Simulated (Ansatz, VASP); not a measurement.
**BAs in two plane-wave programs**

One calculation is typed for both programs; each brings its own data sets. How far apart do they land? The structure shown comes from an earlier Ansatz run, which isn't shown and may have moved the atoms alone.

Method: plane waves, with VASP 6.6.1 beside it; elastic constants at r2SCAN, in Ansatz 0.2.0.

### Step 1. The starting structure

Symmetry: F-43m, No. 216, cubic system. Conventional cell: a = 4.784 Å, b = 4.784 Å, c = 4.784 Å, α = 90.00°, β = 90.00°, γ = 90.00°. Nearest to B lie 4 As at 2.07 Å. As has 4 B at 2.07 Å nearest. Farther neighbours are not listed.

As a file:

```cif
data_structure
_symmetry_space_group_name_H-M 'P 1'
_symmetry_Int_Tables_number 1
_cell_length_a 3.3827
_cell_length_b 3.3827
_cell_length_c 3.3827
_cell_angle_alpha 60.000
_cell_angle_beta 60.000
_cell_angle_gamma 60.000
_cell_volume 27.37
loop_
_atom_site_label
_atom_site_type_symbol
_atom_site_fract_x
_atom_site_fract_y
_atom_site_fract_z
_atom_site_occupancy
B1 B 0.00000 0.00000 0.00000 1
As2 As 0.25000 0.25000 0.25000 1
```

### Step 2. Ansatz: elastic constants, r2SCAN

Ansatz runs on its default PAW (the set named soft_2) files.

Elastic constants are differences of stresses under small strains, so they test the stress and the mesh.

Contents of input.yaml:

```yaml
crystal:
  lattice:
    - [0.0, 2.3919172951, 2.3919172951]
    - [2.3919172951, 0.0, 2.3919172951]
    - [2.3919172951, 2.3919172951, 0.0]
  atoms:
    - { symbol: B, position: [0.0, 0.0, 0.0] }
    - { symbol: As, position: [0.25, 0.25, 0.25] }
kpoints:
  mp_grid: { grid: [8, 8, 8] }
hamiltonian:
  xc: r2scan
scf:
  occupations: { method: gaussian, width: 0.02 }
output:
  forces: true
  stress: true
  eigenvalues: true
elastic:
  mode: relaxed_ion
  stencil: two_point
```

Launch:

```console
ansatz run input.yaml --threads 4 --pin off --max-ram 8192MiB --backend cpu --events-out ev --progress --plain --runs-dir out
```

Numbers of over 12 decimals in the logs are rounded to 6 here.

The program printed:

```text
Engine: ansatz 0.2.0, aarch64-unknown-linux-gnu
Pseudopotentials: kind: paw
Pseudopotential: B, paw, valence charge 3, recommended cutoff 500 eV (meta_gga), B.paw.azcp
Pseudopotential: As, paw, valence charge 15, recommended cutoff 500 eV (meta_gga), As.paw.azcp
Functional definition: r2SCAN
  parameter k0 = 0.174
  parameter k1 = 0.065
  parameter a1 = 4.9479
  exchange = r2scan_x(k0 = k0, k1 = k1, a1 = a1)
  correlation = r2scan_c
Crystal: 2 atoms, lattice volume = 27.370 Å³
Basis set: ecut = 500 eV, 725 PW (Γ), exchange–correlation on 100×100×100 points (64 copies of the dense FFT grid, shifted against one another)
Bands: 13, of which v1, the nominal top of the filled ones, is band 9 counted from 1 (8 counted from 0)
Symmetry: 24 space group operations
Space group: F-43m (ITA 216), of the structure as read, at distance tolerance 3.0e-5 Å
k-points: 29 of 512 (time reversal used)
Non-local potential: B, projectors of the file, l = 0: 2, l = 1: 2, l = 2: 1
Non-local potential: As, projectors of the file, l = 0: 2, l = 1: 2, l = 2: 3, l = 3: 1
PAW form: soft (Blöchl's): semilocal exchange-correlation on the pseudo side does not see the compensation charge
PAW frozen core: B, regenerated for the run's functional (the file was generated under x = pbe(κ = 0.804, μ = 0.219515), c = pbe(β = 0.066725))
PAW frozen core: As, regenerated for the run's functional (the file was generated under x = pbe(κ = 0.804, μ = 0.219515), c = pbe(β = 0.066725))
PAW one-centre angular grid: B, 302 points (default); XC on 160 Gauss nodes
PAW one-centre angular grid: As, 590 points (default); XC on 160 Gauss nodes
Initial density: superposition of atomic densities (neutral atoms: chi_scale 0, normalization atom), corrected by the library's trained network
Initial wavefunctions: pseudopotential atomic-orbital guess
Functional: x = r2scan, c = r2scan; τ floored in thin density (d = 2e-4 eV/Å³)
SCF iter   1: F=—  HF=-5021.315188 eV  |F-HF|=—  |Δ(HF+E_count)|=         —  Δρ=5.84e-3  dr2=1.04e-2  dr2_τ=9.44e-2  ethr=1.77e-3  ⟨swp⟩=6.0  Hψ=2119  notcnv=0
preconditioner: auto → none  [insulator: Δε(μ)=1.355 eV  Ē_g=13.160 eV  σ=0.020 eV  W_gap=1.00  n_scr=8 (ndim 8)  ℏωp=20.1 eV  f_vac=0.001  D(μ)=0.00/eV (n_scr^D=0)  ε∞_Penn≈3.3]
SCF iter   2: F=—  HF=-5021.339451 eV  |F-HF|=—  |Δ(HF+E_count)|=   2.43e-2  Δρ=2.46e-3  dr2=8.81e-4  dr2_τ=1.11e-4  ethr=5.79e-5  ⟨swp⟩=2.9  Hψ=1028  notcnv=0
SCF iter   3: F=—  HF=-5021.339528 eV  |F-HF|=—  |Δ(HF+E_count)|=   7.78e-5  Δρ=1.33e-3  dr2=2.18e-4  dr2_τ=3.19e-6  ethr=4.89e-6  ⟨swp⟩=3.0  Hψ=741  notcnv=0
SCF iter   4: F=—  HF=-5021.339591 eV  |F-HF|=—  |Δ(HF+E_count)|=   6.27e-5  Δρ=1.23e-4  dr2=2.09e-6  dr2_τ=1.21e-7  ethr=1.21e-6  ⟨swp⟩=1.0  Hψ=377  notcnv=0
SCF iter   5: F=—  HF=-5021.339592 eV  |F-HF|=—  |Δ(HF+E_count)|=   5.56e-7  Δρ=2.01e-5  dr2=5.14e-8  dr2_τ=2.84e-9  ethr=1.16e-8  ⟨swp⟩=2.0  Hψ=465  notcnv=0
SCF iter   6: F=—  HF=-5021.339592 eV  |F-HF|=—  |Δ(HF+E_count)|=   1.27e-9  Δρ=7.63e-6  dr2=1.07e-8  dr2_τ=3.14e-10  ethr=2.86e-10  ⟨swp⟩=2.0  Hψ=638  notcnv=0
SCF iter   7: F=—  HF=-5021.339592 eV  |F-HF|=—  |Δ(HF+E_count)|=   3.21e-9  Δρ=1.52e-6  dr2=5.69e-10  dr2_τ=1.12e-11  ethr=5.94e-11  ⟨swp⟩=2.0  Hψ=472  notcnv=0
SCF iter   8: F=—  HF=-5021.339592 eV  |F-HF|=—  |Δ(HF+E_count)|=  1.33e-10  Δρ=1.85e-7  dr2=9.81e-12  dr2_τ=3.36e-13  ethr=3.16e-12  ⟨swp⟩=2.0  Hψ=454  notcnv=0
SCF iter   9: F=-5021.339592 eV  HF=-5021.339592 eV  |F-HF|=9.09e-13  |Δ(HF+E_count)|=  9.09e-13  Δρ=1.33e-8  dr2=3.26e-14  dr2_τ=1.07e-15  ethr=1.00e-12  ⟨swp⟩=3.1  Hψ=1494  notcnv=0
SCF 1 converged in 9 iterations: F = -5021.339592 eV  dr2 = 3.26e-14
  greatest PAW one-centre occupation: 0.999 electrons in one spin orbital (limit 2), on the As atom at site 1 (counted from 0), in its partial waves of l = 2
Initial density: handed on by an earlier stage of this run
Initial wavefunctions: those handed on with the density
iter 1 solved again at ethr=1.00e-12 eV; its pass at ethr=3.10e-3 eV (dr2=5.45e-14 eV) is discarded
SCF iter   1: F=—  HF=-5021.339592 eV  |F-HF|=—  |Δ(HF+E_count)|=         —  Δρ=1.34e-8  dr2=3.28e-14  dr2_τ=1.09e-15  ethr=1.00e-12  ⟨swp⟩=1.2  Hψ=2204  notcnv=0
preconditioner: auto → none  [insulator: Δε(μ)=1.386 eV  Ē_g=13.130 eV  σ=0.020 eV  W_gap=1.00  n_scr=8 (ndim 8)  ℏωp=20.1 eV  f_vac=0.002  D(μ)=0.00/eV (n_scr^D=0)  ε∞_Penn≈3.3]
SCF iter   2: F=-5021.339592 eV  HF=-5021.339592 eV  |F-HF|=1.82e-12  |Δ(HF+E_count)|=  9.09e-13  Δρ=6.42e-9  dr2=6.07e-15  dr2_τ=2.05e-16  ethr=1.00e-12  ⟨swp⟩=4.0  Hψ=1126  notcnv=0
SCF 2 converged in 2 iterations: F = -5021.339592 eV  dr2 = 6.07e-15
Crystal: 2 atoms, lattice volume = 27.315 Å³
Basis set: ecut = 500 eV, 709 PW (Γ), exchange–correlation on 100×100×100 points (64 copies of the dense FFT grid, shifted against one another)
Symmetry: 8 space group operations
k-points: 59 of 512 (time reversal used)
[...]
SCF 6 converged in 6 iterations: F = -5021.339536 eV  dr2 = 9.19e-15
relax step   2: F+E_penalty+E_count = -5021.33953621 eV  Δ(F+E_penalty+E_count) = -4.584e-6 eV  max|allowed force component| = 3.982e-3 eV/Å  Δτ_max = 0.0003 Å  (6 SCF iters, accepted)
[...]
relax step   3: F+E_penalty+E_count = -5021.33953668 eV  Δ(F+E_penalty+E_count) = -4.691e-7 eV  max|allowed force component| = 5.335e-8 eV/Å  Δτ_max = 0.0001 Å  (5 SCF iters, accepted)
[...]
relax step   1: F+E_penalty+E_count = -5021.33953163 eV  Δ(F+E_penalty+E_count) = +0.000e0 eV  max|allowed force component| = 1.307e-2 eV/Å  Δτ_max = 0.0000 Å  (8 SCF iters, accepted)
[...]
relax step   2: F+E_penalty+E_count = -5021.33953668 eV  Δ(F+E_penalty+E_count) = -5.053e-6 eV  max|allowed force component| = 1.737e-7 eV/Å  Δτ_max = 0.0004 Å  (6 SCF iters, accepted)
iter 1 solved again at ethr=1.00e-12 eV; its pass at ethr=3.10e-3 eV (dr2=1.36e-14 eV) is discarded
SCF iter   1: F=—  HF=-5021.339537 eV  |F-HF|=—  |Δ(HF+E_count)|=         —  Δρ=1.06e-8  dr2=1.47e-14  dr2_τ=4.53e-16  ethr=1.00e-12  ⟨swp⟩=1.4  Hψ=7268  notcnv=0
SCF iter   2: F=-5021.339537 eV  HF=-5021.339537 eV  |F-HF|=1.82e-12  |Δ(HF+E_count)|=  1.82e-12  Δρ=5.28e-9  dr2=2.85e-15  dr2_τ=8.71e-17  ethr=1.00e-12  ⟨swp⟩=4.0  Hψ=3683  notcnv=0
SCF 11 converged in 2 iterations: F = -5021.339537 eV  dr2 = 2.85e-15
SCF converged after 2 iterations
Free energy (F): -5021.339592 eV
Harris-Foulkes:  -5021.339592 eV  (|F-HF|=1.82e-12)
Internal energy: -5021.339592 eV  (E = F + TS)
E sigma→0 (E₀):  -5021.339592 eV
Fermi energy:    11.662500 eV
--- Per-component energies (eV) ---
  E_band       = -223.666399
  E_kinetic    = 151.424160
  E_local      = -1698.119214  (includes V_loc(G=0)·N_el)
  E_nonlocal   = -657.632134
  E_hartree    = 942.537558
  E_xc         = -105.605379
  E_vxc        = -125.551350  (∫ρ·V_xc dr)
  E_paw        = -1929.159318  (= ΣΔE_a)
  E_vpaw       = 214.889842  (= ΣTr[D̂ρ^β])
  E_aug_tail   = -0.000007  (compensation charges beyond the density's cutoff)
  E_vtau       = 6.247188  (kinetic-family band-sum trace: ∫τ·v_τ [+ j·A + Jᵃ·Aᵃ] dr)
  E_ewald      = -1723.309409
  E_core_change = -1.475850  (= ΣΔE_core)
  E_smearing   = -0.000000  (= −TS)
  E_closure    = 0.000000  (closes the sum)
  Σ components = -5021.339592   (vs F -5021.339592, Δ=0.00e0)
--- Forces (eV/Å), atoms counted from 1 ---
  atom   1  B      0.00000000    -0.00000000     0.00000000
  atom   2  As     0.00000000    -0.00000000     0.00000000
  max |Σ_I F_I| component: 5.98e-16 eV/Å
--- Stress (GPa, compression-positive) ---
        0.002064       0.000000      -0.000000
        0.000000       0.002064       0.000000
       -0.000000       0.000000       0.002064
  P = ⅓ Tr σ = 0.0021 GPa (0.021 kbar)
--- Band table (eV; the first three rows and the last of 29) ---
  k-point 0: bands = [... 5 lower, -5.1542, 10.9697, 10.9697, 10.9697, 14.4063, 14.4063, 14.4063, 16.0318]
  k-point 1: bands = [... 5 lower, -4.8858, 8.9024, 10.5039, 10.5039, 14.6152, 15.0216, 15.0216, 17.3516]
  k-point 2: bands = [... 5 lower, -4.1044, 5.7886, 9.7502, 9.7502, 14.2983, 15.8772, 15.8772, 19.4733]
  k-point 28: bands = [... 5 lower, -0.5501, 2.3848, 5.2598, 5.5597, 16.6700, 17.4090, 18.1575, 18.3544]
--- Elastic constants: 2 strain directions × 2 members + reference (group order 24) ---
  dense FFT box of the reference and of every strained cell: 25×25×25
  strains applied: 11, 23; error gains: componentwise 1.00 (the most a stress slope's error grows in a printed constant), spectral 1.73 (1 for all six strains in a standard setting)
  C = ∂σ_k/∂η_j (tension-positive GPa; Voigt order 11 22 33 23 13 12):
       289.427     66.778     66.778     -0.000      0.000      0.000
        66.778    289.427     66.778     -0.000      0.000      0.000
        66.778     66.778    289.427     -0.000      0.000      0.000
        -0.000     -0.000     -0.000    157.315      0.000      0.000
         0.000      0.000      0.000     -0.000    157.315     -0.000
         0.000     -0.000      0.000      0.000     -0.000    157.315
  reference stress σ⁰ (GPa):     -0.002     -0.002     -0.002     -0.000      0.000      0.000
  C* (energy form; C + prestress term) asymmetry max|C*_kj − C*_jk| = 2.842e-14 GPa — a small one proves nothing (zero by symmetry where the batch's group is 432, −43m or m−3m); a large one is finite-difference/SCF noise where every solve meets its electron count
  moduli (Voigt/Reuss/Hill, GPa): K = 140.99/140.99/140.99   G = 138.92/135.01/136.96   E = 310.38   ν = 0.133
  mechanically stable: yes (min eigenvalue of sym C = 157.32 GPa)
  strain η (Voigt 11):  stress-route row diagonal C_11 = 289.43 GPa, energy-path curvature d²(F+E_count+ΔE)/dδ²/Ω₀ = 289.45 GPa
         δ    σ_11 (GPa)             F (eV)   n_scf  n_hpsi   n_pw
    -2.000e-3      -0.5823       -5021.3394911       8   14649    709   relax 0 steps, max|allowed force component| 1.88e-16 eV/Å
     2.000e-3       0.5754       -5021.3394928       5   11246    725   relax 0 steps, max|allowed force component| 1.60e-16 eV/Å
  strain η (Voigt 23):  stress-route row diagonal C_44 = 157.32 GPa, energy-path curvature d²(F+E_count+ΔE)/dδ²/Ω₀ = 157.34 GPa
         δ    σ_23 (GPa)             F (eV)   n_scf  n_hpsi   n_pw
    -2.000e-3      -0.3146       -5021.3395367       2   11745    721   relax 3 steps, max|allowed force component| 5.33e-8 eV/Å
     2.000e-3       0.3146       -5021.3395367       2   11713    721   relax 2 steps, max|allowed force component| 1.74e-7 eV/Å
```

The column dr2 measures how far the density is from self-consistency, as an energy; F and HF (Harris–Foulkes) agree once it is small.

(Part 1 of 2 ends here.)

[Lines on the potential files, build, host, timing and source positions are cut from VASP's logs without a mark.]

[Logs are printed without paths, hosts, clocks, repeated set-up lines and the standing remarks that a program may print on its own settings, such as how far it seeks lower states.]

[Hosts, paths, dates, database ids (printed as entryN), source tags and the programs' standing remarks are cut or masked in the printed files.]
